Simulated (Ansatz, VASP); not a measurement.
**Two plane-wave programs on Se**

File INCAR:

```
ALGO     = Normal         # electronic algorithm
EDIFF    = 1E-7           # SCF threshold, eV
EDIFFG   = -0.01          # ionic threshold
ENCUT    = 600            # plane-wave cutoff, eV
GGA      = PS             # functional
IBRION   = 2              # ionic algorithm
ISIF     = 3              # what is computed and relaxed
ISMEAR   = 0              # smearing method
LASPH    = T              # aspherical terms in the spheres
LCHARG   = F              # write CHGCAR
LREAL    = F              # projectors in reciprocal space
LWAVE    = F              # write WAVECAR
NELM     = 100            # most SCF steps
NSW      = 100            # ionic steps
PREC     = Accurate       # precision mode
SIGMA    = 0.1            # smearing width, eV
```

Contents of KPOINTS:

```
k-points
0
Gamma
  8 8 8
```

The input POSCAR:

```
Se
1.0
    5.3970997000      0.0000000000      0.0000000000
    0.0000000000      5.3970997000      0.0000000000
    0.0000000000      0.0000000000      5.3970997000
Se
8
Direct
    0.5000000000      0.5000000000      0.5000000000
    0.0000000000      0.0000000000      0.0000000000
    0.2500000000      0.0000000000      0.5000000000
    0.5000000000      0.2500000000      0.0000000000
    0.5000000000      0.7500000000      0.0000000000
    0.7500000000      0.0000000000      0.5000000000
    0.0000000000      0.5000000000      0.7500000000
    0.0000000000      0.5000000000      0.2500000000
```

Input for Ansatz:

```yaml
crystal:
  lattice:
    - [5.3970997, 0.0, 0.0]
    - [0.0, 5.3970997, 0.0]
    - [0.0, 0.0, 5.3970997]
  atoms:
    - { symbol: Se, position: [0.5, 0.5, 0.5] }
    - { symbol: Se, position: [0.0, 0.0, 0.0] }
    - { symbol: Se, position: [0.25, 0.0, 0.5] }
    - { symbol: Se, position: [0.5, 0.25, 0.0] }
    - { symbol: Se, position: [0.5, 0.75, 0.0] }
    - { symbol: Se, position: [0.75, 0.0, 0.5] }
    - { symbol: Se, position: [0.0, 0.5, 0.75] }
    - { symbol: Se, position: [0.0, 0.5, 0.25] }
basis:
  ecutwfc: 420
kpoints:
  mp_grid: { grid: [8, 8, 8] }
hamiltonian:
  xc: pbesol
scf:
  occupations: { method: gaussian, width: 0.1 }
output:
  forces: true
  stress: true
  eigenvalues: true
relax:
  adjacent_minimum: "off"
  f_tol: 0.01
  max_steps: 80
  cell: { stress_tol: 0.05 }
```

Alike in both runs: task relaxation of cell and atoms; functional PBEsol; k mesh 8 × 8 × 8; occupations gaussian, width 0.1 eV; no spin polarisation.

|  | VASP | Ansatz |
| --- | --- | --- |
| version | VASP 6.6.1 | Ansatz 0.2.0 |
| potentials or method | VASP PAW PBE potentials, release 64 (Se) | scalar-relativistic, plane waves, PAW |
| plane-wave cutoff (eV) | 600 | 420 |
| valence electrons in the cell | 48 | 128 |

VASP gave:

* gap on the k mesh at the Fermi level, each at its own relaxed structure (eV): none
* relaxed volume (Å³/atom): 19.60
* relaxed cell length with the largest relative difference (Å): 5.392

Question: What did Ansatz give for the same quantities?

Answer: gap on the k mesh at the Fermi level, each at its own relaxed structure (eV): none; relaxed volume (Å³/atom): 19.59; relaxed cell length with the largest relative difference (Å): 5.391.

A gap of «none» marks a metal or a gap that the smearing closes. The two sets of potentials don't hold the same shells in valence.

Caveats: the bands computed are all filled at some k points, so no gap is given; the PAW data sets were made with another functional, which shifts forces and pressure a little (VASP).
